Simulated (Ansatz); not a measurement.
This Ansatz 0.2.0 run on Ga needs a look.

The input input.yaml:

```yaml
crystal:
  lattice:
    - [1.45, -4.065, 0.0]
    - [1.45, 4.065, 0.0]
    - [0.0, 0.0, 3.17]
  atoms:
    - { symbol: Ga, position: [0.133, 0.867, 0.75] }
    - { symbol: Ga, position: [0.867, 0.133, 0.25] }
hamiltonian:
  xc: lda
  pseudopotentials: { kind: paw }
kpoints:
  mp_grid: { grid: [1, 1, 1] }
  band_path:
    path:
      - [[0.0, 0.0, 0.0], [0.2818093587, 0.2818093587, 0.0], [0.0, 0.5, 0.0], [0.0, 0.5, 0.5], [0.2818093587, 0.2818093587, 0.5], [0.0, 0.0, 0.5], [0.0, 0.0, 0.0], [-0.5, 0.5, 0.0], [-0.2818093587, 0.7181906413, 0.0], [-0.2818093587, 0.7181906413, 0.5], [-0.5, 0.5, 0.5], [-0.5, 0.5, 0.0]]
      - [[0.0, 0.0, 0.5], [-0.5, 0.5, 0.5]]
    npoints: 14
scf:
  occupations: { method: fermi_dirac, width: 0.05 }
  n_extra_bands: 6
  max_iter: 75
output:
  forces: true
  stress: true
  eigenvalues: true
  fatbands: false
```

Potentials or basis: Ansatz PAW.

Command:

```sh
$ ansatz run input.yaml --threads 2 --pin off --max-ram 5632MiB --backend cpu --events-out ev --progress --plain --runs-dir out
```

Output:

```text
Warning: RAYON_NUM_THREADS=2 ignored (pool sized by the plan → 2); use --threads N
[... 1 line left out ...]
Engine: ansatz 0.2.0, aarch64-unknown-linux-gnu
Pseudopotentials: kind: paw
Pseudopotential: Ga, paw, valence charge 13, recommended cutoff 420 eV (normal), Ga.paw.azcp
Functional definition: SPW92
  exchange = slater_x
  correlation = pw_c
Crystal: 2 atoms, lattice volume = 37.370 Å³
Basis set: ecut = 420 eV, 723 PW (Γ)
Bands: 19, of which v1, the nominal top of the filled ones, is band 13 counted from 1 (12 counted from 0)
Symmetry: 8 space group operations
Space group: Cmcm (ITA 63), of the structure as read, at distance tolerance 3.3e-5 Å
k-points: 1
Non-local potential: Ga, projectors of the file, l = 0: 2, l = 1: 2, l = 2: 3, l = 3: 1
PAW form: soft (Blöchl's): semilocal exchange-correlation on the pseudo side does not see the compensation charge
PAW frozen core: Ga, regenerated for the run's functional, and the local potential with it (the file was generated under x = pbe(κ = 0.804, μ = 0.2195149727645171), c = pbe(β = 0.06672455060314922))
PAW one-centre angular grid: Ga, 590 points (default); XC on 64 Gauss nodes
Initial density: superposition of atomic densities (neutral atoms: chi_scale 0, normalization atom), corrected by the library's trained network
Initial wavefunctions: pseudopotential atomic-orbital guess
Functional: x = slater, c = lda
SCF iter   1: F=—  HF=-7416.679688 eV  |F-HF|=—  |Δ(HF+E_count)|=         —  Δρ=2.60e-2  dr2=1.83e-1  ethr=1.77e-3  ⟨swp⟩=5.0  Hψ=89  notcnv=0
[... 12 lines left out ...]
Harris-Foulkes:  -7416.607331 eV  (|F-HF|=8.19e-12)
Internal energy: -7416.607331 eV  (E = F + TS)
E sigma→0 (E₀):  -7416.607331 eV
Fermi energy:    10.115719 eV
--- Per-component energies (eV) ---
  E_band       = -80.433206
  E_kinetic    = 229.464363
  E_local      = -3604.462504  (includes V_loc(G=0)·N_el)
  E_nonlocal   = 841.873899
  E_hartree    = 1687.418659
  E_xc         = -141.349428
  E_vxc        = -121.222222  (∫ρ·V_xc dr)
  E_paw        = -3810.084333  (= ΣΔE_a)
  E_vpaw       = -800.923664  (= ΣTr[D̂ρ^β])
  E_aug_tail   = -0.000255  (compensation charges beyond the density's cutoff)
  E_ewald      = -2622.924691
  E_core_change = 3.456960  (= ΣΔE_core)
  E_smearing   = -0.000000  (= −TS)
  E_closure    = 0.000000  (closes the sum)
  Σ components = -7416.607331   (vs F -7416.607331, Δ=0.00e0)
--- Forces (eV/Å), atoms counted from 1 ---
  atom   1  Ga     0.00000000     1.76842408     0.00000000
  atom   2  Ga     0.00000000    -1.76842408     0.00000000
  max |Σ_I F_I| component: 0.00e0 eV/Å
--- Stress (GPa, compression-positive) ---
     -116.058845       0.000000       0.000000
        0.000000     195.368783       0.000000
        0.000000       0.000000     -92.869148
  P = ⅓ Tr σ = -4.5197 GPa (-45.197 kbar)
[... 3 lines left out ...]
```

**Question.** What happened, and what is wrong with the input?

**Answer.** The calculation finished and met its thresholds. The input holds a flaw that was put in on purpose: one k-point for a small cell (kpoints.mp_grid.grid = 1 × 1 × 1). The program doesn't stop on it, so the numbers can't be trusted though the run ends normally.
